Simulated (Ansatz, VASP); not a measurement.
This is a calculation of BN for VASP 6.6.1.

The input INCAR:

```
SYSTEM = BN
ALGO = Normal
EDIFF = 1E-6
EDIFFG = -0.005
ENCUT = 600
GGA = RP
IBRION = 2
ISIF = 3
ISMEAR = -1
IVDW = 12
LASPH = .True.
LCHARG = .False.
LREAL = .False.
LWAVE = .False.
NELM = 60
NSW = 60
PREC = Accurate
SIGMA = 0.05
```

Contents of KPOINTS:

```
k-points
0
Gamma
  12 12 12
  0 0 0
```

The input POSCAR:

```
BN
1.0
    1.2511217832      0.7223354983      3.3729344033
   -1.2511217832      0.7223354983      3.3729344033
    0.0000000000     -1.4446709966      3.3729344033
N B
1 1
Direct
    0.6672382000      0.6672382000      0.6672382000
    0.0003288000      0.0003288000      0.0003288000
```

Potentials or basis: VASP PAW PBE potentials, release 64 (N, B).

Launch:

```bash
$ cat potpaw_PBE.64/N/POTCAR potpaw_PBE.64/B/POTCAR > POTCAR
$ mpirun -np 1 vasp_std > vasp.out
```

Q: Translate it to Ansatz 0.2.0. Potentials there: Ansatz PAW.

A: As run (the cutoff follows the program's own potentials):

input.yaml

```yaml
crystal:
  lattice:
    - [1.2511217832, 0.7223354983, 3.3729344033]
    - [-1.2511217832, 0.7223354983, 3.3729344033]
    - [0.0, -1.4446709966, 3.3729344033]
  atoms:
    - { symbol: "N", position: [0.6672382, 0.6672382, 0.6672382] }
    - { symbol: B, position: [0.0003288, 0.0003288, 0.0003288] }
hamiltonian:
  xc: rpbe
  pseudopotentials: { kind: paw }
  dispersion: d3bj
kpoints:
  mp_grid: { grid: [12, 12, 12] }
scf:
  occupations: { method: fermi_dirac, width: 0.05 }
output:
  forces: true
  stress: true
  eigenvalues: true
relax:
  f_tol: 0.01
  max_steps: 40
  cell: { stress_tol: 0.05 }
```

Potentials or basis: Ansatz PAW.

Launch:

```sh
$ ansatz run input.yaml --threads 2 --pin off --max-ram 5632MiB --backend cpu --events-out ev --progress --plain --runs-dir out
```

Both were run:

|  | VASP | Ansatz | Ansatz less VASP |
| --- | --- | --- | --- |
| gap on the k mesh at the Fermi level, each at its own relaxed structure (eV) | 4.07 | 4.10 | +0.039 |
| relaxed volume (Å³/atom) | 8.19 | 8.27 | +0.070 |
| relaxed cell length with the largest relative difference (Å) | 3.352 | 3.375 | +0.0230 |
| energy change over the relaxation (meV/atom) | -8 | -6 | +1.2 |

Caveats: the PAW data sets were made with another functional, which shifts forces and pressure a little (VASP); the plane-wave basis is chosen anew once the cell has moved, so the energies of steps on either side of that aren't comparable (Ansatz); the pressure holds a Pulay correction of +0.6 GPa for the finite cutoff (Ansatz); the PAW data sets come from PBE, with cores solved anew for the run's functional, which leaves a small shift of forces and pressure (Ansatz). A k mesh can miss the band edges.
